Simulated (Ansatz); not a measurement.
## ZnSe (F-43m) under several functionals

**Measured values to compare with.**

A printed reference work, data compilation reports, for a bulk crystal of ZnSe at 300 K: lattice constant a 5.6685 ± 0.0004 Å.

Plane-wave DFT in Ansatz with scalar-relativistic PAW potentials. The same structure was relaxed (cell and atoms, symmetry kept) in separate runs at each level. No spin polarisation.

Question: How do the levels LDA, PBE, PBEsol, r2SCAN compare?

Answer:
| level | cutoff (eV) | k mesh | V (Å³/atom) | a (Å) | gap (eV) |
| --- | --- | --- | --- | --- | --- |
| LDA | 420 | 8×8×8 | 21.572 | 5.568 | 1.25 |
| PBEsol | 420 | 8×8×8 | 22.345 | 5.633 | 1.24 |
| r2SCAN | 500 | 8×8×8 | 22.724 | 5.665 | 1.87 |
| PBE | 420 | 8×8×8 | 23.538 | 5.732 | 1.15 |

The usual order of volumes, LDA < PBEsol < PBE, holds here (21.572, 22.345, 23.538 Å³/atom). As a rule LDA overbinds; PBEsol, built on the gradient expansion of slowly varying densities, lies between LDA and PBE; PBE's stronger gradient term for exchange weakens bonds. r2SCAN lies 3.5 % under PBE in volume. Each gap belongs to its own cell, so it mixes the functional's effect with that of the volume; gaps are the least found on the k mesh or on a band path.

For PBE: A measured lattice constant a of ZnSe is 5.6685 Å (300 K; a printed reference work, data compilation); the calculated 5.732 Å misses it by +1.1 %. The calculations are for 0 K without zero-point motion.

Cost: 4 runs of about 1.1 core-minutes in all, on Intel Xeon Platinum 8259CL (Skylake/Cascade Lake), AMD EPYC 9R45 (Zen 5), Intel Xeon Platinum 8488C (Sapphire Rapids) (shared hosts).